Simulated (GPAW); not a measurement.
Write an ASE script for GPAW 26.7.0 that does the following.

- Task: single point
- Functional: PBE
- Potentials or basis: GPAW PAW data sets (gpaw-data 1.2.1)
- Cutoff: 600 eV
- Basis: pw
- k mesh: 13 × 13 × 13
- Occupations: gaussian, width 0.026 eV
- Spin: no spin polarisation
- Maxiter: 150

The structure of Cu lies in POSCAR:

```
Cu
1.0
    0.0000000000      1.8075000000      1.8075000000
    1.8075000000      0.0000000000      1.8075000000
    1.8075000000      1.8075000000      0.0000000000
Cu
1
Direct
    0.0000000000      0.0000000000      0.0000000000
```

These files were run (other wordings do the same):

run.py

```python
from ase.dft.bandgap import bandgap
from ase.io import read, write
from ase.units import Bohr, GPa
from gpaw import GPAW, PW
from gpaw.elf import elf_from_dft_calculation

atoms = read('POSCAR')

calc = GPAW(mode=PW(600),
            xc='PBE',
            kpts={'size': (13, 13, 13), 'gamma': True},
            occupations={'name': 'methfessel-paxton', 'order': 0, 'width': 0.026000000000000002},
            nbands=14,
            convergence={'density': 1e-05, 'energy': 1e-05},
            maxiter=150,
            txt='gpaw.txt')
atoms.calc = calc
energy = atoms.get_potential_energy()
forces = atoms.get_forces()
stress = atoms.get_stress()
calc.write('gs.gpw')
write('result.traj', atoms)
print(f'Energy: {energy:.6f} eV')
print('Forces (eV/A):')
print(forces.round(4))
print('Stress (GPa):', (stress / GPa).round(3))
print('Fermi level:', round(calc.get_fermi_level(), 4), 'eV')
print(f'Gap: {bandgap(calc)[0]:.4f} eV, direct: {bandgap(calc, direct=True)[0]:.4f} eV')

# fields on the real-space grid
write('density.cube', atoms, data=calc.get_pseudo_density() * Bohr**3)
write('potential.cube', atoms, data=calc.get_electrostatic_potential())
write('elf.cube', atoms, data=elf_from_dft_calculation(calc).data)
```

Potentials or basis: GPAW PAW data sets (gpaw-data 1.2.1), pw.

Command:

```bash
$ OMP_NUM_THREADS=1 python run.py
```

It gave:

```yaml
Pressure: 3.1 GPa
Band_gap_on_the_k_mesh: none (metal or under the smearing width)
```

Caveat: with this Cu data set, volumes or pressures lay over 1.5 % or 2 GPa off other programs in two to four cells of ten.

Run time: 12 s on 1 thread of Arm Neoverse V1 (shared host), peak memory 0.13 GiB.
